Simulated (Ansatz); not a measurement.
A run of Ansatz 0.2.0:

Contents of input.yaml:

```yaml
crystal:
  lattice:
    - [1.383, -4.0265, 0.0]
    - [1.383, 4.0265, 0.0]
    - [-0.1174474948, 0.0, 3.3299294416]
  atoms:
    - { symbol: Ga, position: [0.131, 0.869, 0.75] }
    - { symbol: Ga, position: [0.869, 0.131, 0.25] }
hamiltonian:
  xc: pbesol
  pseudopotentials: { kind: paw_fr }
magnetization:
  noncollinear: true
  spin_orbit: true
kpoints:
  mp_grid: { grid: [10, 10, 8] }
  band_path:
    path:
      - [[0.0, 0.0, 0.0], [-0.2794936799, -0.2794936799, 0.0025046701], [-0.2865069778, -0.2865069778, 0.4818696886], [-0.2724803819, -0.2724803819, 0.5231396517], [0.0, 0.0, 0.5], [-0.5, 0.5, 0.5], [-0.7134930222, 0.2865069778, 0.5181303114]]
      - [[-0.7275196181, 0.2724803819, 0.4768603483], [-0.7205063201, 0.2794936799, -0.0025046701], [-0.5, 0.5, 0.0], [0.0, 0.0, 0.0], [-0.5, 0.0, 0.0]]
      - [[-0.5, 0.0, 0.5], [0.0, 0.0, 0.0]]
    npoints: 14
scf:
  occupations: { method: fermi_dirac, width: 0.05 }
  n_extra_bands: 6
output:
  forces: true
  stress: true
  eigenvalues: true
  fatbands: false
```

Potentials or basis: Ansatz PAW.

Launch:

```bash
$ ansatz run input.yaml --threads 2 --pin off --max-ram 5632MiB --backend cpu --events-out ev --progress --plain --runs-dir out
```

Hardware: 2 threads of AMD EPYC 9R45 96-Core Processor (Zen 5) (shared host).

Question: Estimate the wall time of this run.

Answer: Wall time 9.4 s on 2 threads of AMD EPYC 9R45 96-Core Processor (Zen 5), on a shared host, peak memory 0.75 GiB. Counts: scf iterations 7, plane waves 721, k points 227, bands 32.
